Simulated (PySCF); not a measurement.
# Computed NMR parameters against published values

Geometry:
| atom | x (Å) | y (Å) | z (Å) |
| --- | --- | --- | --- |
| C1 | -1.971 | -1.597 | 0.092 |
| C2 | -0.872 | -0.970 | 0.961 |
| N3 | -0.025 | 0.001 | 0.302 |
| C4 | -0.717 | 1.174 | -0.190 |
| C5 | 0.203 | 2.392 | -0.210 |
| C6 | 0.946 | -0.566 | -0.620 |
| C7 | 2.363 | -0.453 | -0.056 |
| H8 | -2.677 | -0.839 | -0.240 |
| H9 | -1.545 | -2.078 | -0.786 |
| H10 | -2.513 | -2.344 | 0.666 |
| H11 | -0.223 | -1.760 | 1.348 |
| H12 | -1.337 | -0.475 | 1.819 |
| H13 | -1.133 | 1.021 | -1.202 |
| H14 | -1.549 | 1.377 | 0.488 |
| H15 | -0.362 | 3.278 | -0.490 |
| H16 | 0.632 | 2.544 | 0.776 |
| H17 | 1.012 | 2.259 | -0.924 |
| H18 | 0.898 | -0.048 | -1.584 |
| H19 | 0.727 | -1.623 | -0.809 |
| H20 | 3.079 | -0.902 | -0.740 |
| H21 | 2.425 | -0.963 | 0.902 |
| H22 | 2.628 | 0.589 | 0.096 |

Measured values that the calculation should reproduce: δ ¹³C C2/C4/C6 46.2; C1/C5/C7 11.6; δ ¹H H11/H12/H13/H14/H18/H19 2.53; H8/H9/H10/H15/H16/H17/H20/H21/H22 1.03 ppm (measured; solution, CDCl3, 298 K; Fulmer et al., Organometallics 2010, 29, 2176).
δ ¹³C C2/C4/C6 46.8; C1/C5/C7 12.3 ppm (measured; solution, C6D6, 298 K; Fulmer et al., Organometallics 2010, 29, 2176).
δ ¹³C C2/C4/C6 46.4; C1/C5/C7 11.9 ppm (measured; solution, C6D5Cl, 298 K; Fulmer et al., Organometallics 2010, 29, 2176).
δ ¹³C C2/C4/C6 47.0; C1/C5/C7 11.1; δ ¹H H11/H12/H13/H14/H18/H19 2.58; H8/H9/H10/H15/H16/H17/H20/H21/H22 1.05 ppm (measured; solution, CD3OD, 298 K; Fulmer et al., Organometallics 2010, 29, 2176).

One averaged value for each set of equivalent atoms, one computed conformer, no solvent model, relativity neglected. Structure optimised with GFN2-xTB; PBE0/pcSseg-1 with gauge-including orbitals; PySCF 2.14.

Problem. What does the calculation give, and how does it compare?

Solution. 
Reference values: measured (solution, CDCl3, 298 K; Fulmer et al., Organometallics 2010, 29, 2176).
```
                            atoms  quantity  reference  computed  computed, scaled
                         C2/C4/C6     δ ¹³C       46.2      52.5              49.2
                         C1/C5/C7     δ ¹³C       11.6      16.5              13.9
          H11/H12/H13/H14/H18/H19      δ ¹H       2.53      2.62              2.58
H8/H9/H10/H15/H16/H17/H20/H21/H22      δ ¹H       1.03      1.00              1.05
```

Reference values: measured (solution, C6D6, 298 K; Fulmer et al., Organometallics 2010, 29, 2176).
| atoms | quantity | reference | computed | computed, scaled |
| --- | --- | --- | --- | --- |
| C2/C4/C6 | δ ¹³C | 46.8 | 52.5 | 49.2 |
| C1/C5/C7 | δ ¹³C | 12.3 | 16.5 | 13.9 |

Reference values: measured (solution, C6D5Cl, 298 K; Fulmer et al., Organometallics 2010, 29, 2176).
```csv
atoms,quantity,reference,computed,"computed, scaled"
C2/C4/C6,δ ¹³C,46.4,52.5,49.2
C1/C5/C7,δ ¹³C,11.9,16.5,13.9
```

Reference values: measured (solution, CD3OD, 298 K; Fulmer et al., Organometallics 2010, 29, 2176).
```csv
atoms,quantity,reference,computed,"computed, scaled"
C2/C4/C6,δ ¹³C,47.0,52.5,49.2
C1/C5/C7,δ ¹³C,11.1,16.5,13.9
H11/H12/H13/H14/H18/H19,δ ¹H,2.58,2.62,2.58
H8/H9/H10/H15/H16/H17/H20/H21/H22,δ ¹H,1.05,1.00,1.05
```

Computed shifts are σ(ref) − σ with the named reference compound (TMS for H and C) calculated as an isolated molecule at the same level. The measured values may be among those fitted. Scaled to experiment by linear calibration (H and C: mostly CDCl3 data, vs TMS): ¹H (scatter 0.16 ppm rms, 0.17 ppm with the 2 outliers that the fit left out); ¹³C (scatter 2.1 ppm rms, 2.3 ppm with the 2 outliers that the fit left out). Occasional misses reach two or three times the rms, and more in compound classes unlike the fitted ones.

Problem. How far are the unscaled ¹³C shifts from the references?

Solution. Mean signed difference +5.34 ppm, mean absolute 5.34 ppm over 8 comparisons; the largest is +6.3 ppm at C2/C4/C6 (sp3 CH2 bonded to N).

Problem. How far are the unscaled ¹H shifts from the references?

Solution. Mean signed difference +0.01 ppm, mean absolute 0.05 ppm over 4 comparisons; the largest is +0.09 ppm at H11/H12/H13/H14/H18/H19 (hydrogen on an sp3 CH2 bonded to N).

12 of the 40 published NMR values on file for this molecule are compared. The rest: values from further sources, protons in aromatic solvents.

The carbons averaged at δ 16.5 differ by 12 ppm in this conformer.
